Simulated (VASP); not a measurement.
Wanted: the native input for a VASP 6.6.1 run.

- Task: single point
- Functional: LDA
- Potentials or basis: VASP PAW LDA potentials, release 64 (F, H)
- Cutoff: 520 eV
- k mesh: 1 × 1 × 1
- Occupations: fermi-dirac, width 0.05 eV
- Spin: no spin polarisation
- Dipole correction: no
- Further INCAR settings: ALGO = Normal; EDIFF = 1e-07; NBANDS = 56

The structure of HF lies in POSCAR:

```
HF
1.0
    6.9795320000      0.0000000000      0.0000000000
    0.0000000000      6.9795320000      0.0000000000
    0.0000000000      0.0000000000      6.9795320000
F H
10 10
Direct
    0.7737624815      0.3694803606      0.4096119912
    0.6623080172      0.9299477386      0.3128146701
   -0.0957227505      0.6899459735      0.4243121172
    0.0722971110      0.2543580286     -0.0485132814
    0.9913128846      0.1135892779      0.4523512465
    0.8258290097      0.5135874440      0.0480547979
    0.6422207105      0.8091230186      0.7774590044
    0.9576143501      0.9604225613      0.7415396906
    0.5379873608      0.3236893247      0.6403437938
    0.4080072991      1.0311866182      0.7311091918
    0.6437107818      0.3556828739      0.5054350349
    0.7526722422      0.8299840161      0.3264545531
   -0.1654695472      0.5677887858      0.3946969510
    0.0352315886      0.1459266896     -0.1248364504
    0.8863344992      0.2139255182      0.4258594989
    0.9140584211      0.4123342367      0.0406330969
    0.7799663359      0.8626796181      0.7762268301
    0.9829025786      1.0293956672      0.6099835920
    0.4598875684      0.1874051154      0.6671220936
    0.5195190738      0.9374124225      0.7470844750
```

The cell was built by a generator and needn't be a form met in nature.

The input as run:

INCAR

```
SYSTEM = HF
  PREC = Accurate
  ENCUT = 520
  EDIFF = 1E-7
  ISMEAR = -1
  SIGMA = 0.05
  LREAL = .FALSE.
  LASPH = .TRUE.
  NELM = 60
  ALGO = Normal
  ISIF = 2
  LWAVE = .FALSE.
  LCHARG = .FALSE.
  GGA = CA
  NBANDS = 56
```

KPOINTS

```
regular mesh
0
G
  1 1 1
  0 0 0
```

Potentials or basis: VASP PAW LDA potentials, release 64 (F, H).

The run is started by

```console
$ cat potpaw_LDA.64/F/POTCAR potpaw_LDA.64/H/POTCAR > POTCAR
$ mpirun -np 1 vasp_gam > vasp.out
```

It gave:

```json
{"Pressure": "-0.9 GPa", "Largest force": "1.513 eV/Å", "Band gap on the k mesh": "6.71 eV, direct"}
```

Run time: 27 s on 1 thread of Intel(R) Xeon(R) Platinum 8259CL CPU @ 2.50GHz (Skylake/Cascade Lake) (shared host), peak memory 0.27 GiB.
